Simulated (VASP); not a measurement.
# O₂: relaxation of the atoms

O₂, molecule in box, 2 atoms in the cell. PBE; PAW potentials O (PBE set).

## Input

INCAR:
```
SYSTEM = O
GGA = PE
PREC = Accurate
ENCUT = 500
EDIFF = 1E-6
ISMEAR = 0
SIGMA = 0.02
LREAL = .False.
LASPH = .True.
ALGO = Normal
NELM = 100
IBRION = 2
NSW = 80
EDIFFG = -0.01
ISIF = 2
NCORE = 2
LWAVE = .False.
LCHARG = .False.
ISPIN = 2
MAGMOM = 1 1
LORBIT = 11
NUPDOWN = 2
```

KPOINTS:
```
k-points
0
Gamma
  1 1 1
```

POSCAR:
```
O
1.0
   10.0000000000      0.0000000000      0.0000000000
    0.0000000000      8.0000000000      0.0000000000
    0.0000000000      0.0000000000      8.0000000000
O
2
Direct
    0.4342000000      0.5000000000      0.5000000000
    0.5658000000      0.5000000000      0.5000000000
```

Commands:
```
cat potpaw_PBE.64/O/POTCAR > POTCAR
mpirun -np 4 vasp_gam > vasp.out
```

## Result

- Ionic steps: 7
- SCF steps in all: 103

Ionic steps:

| Step | Energy (eV) | Largest force (eV/A) | SCF steps |
|---|---|---|---|
| 1 | -9.68047 | 4.4290 | 21 |
| 2 | 1.29081 | 98.8756 | 17 |
| 3 | -9.75488 | 3.6759 | 19 |
| 4 | -9.80384 | 2.9906 | 13 |
| 5 | -9.87716 | 0.9344 | 14 |
| 6 | -9.88264 | 0.1727 | 13 |
| 7 | -9.88285 | 0.0080 | 6 |

Limits: The moments start parallel; another order may lie lower.

VASP 6.6.1 took 99 s on 4 cores (Intel Xeon 6975P-C (Granite Rapids)), a shared host.
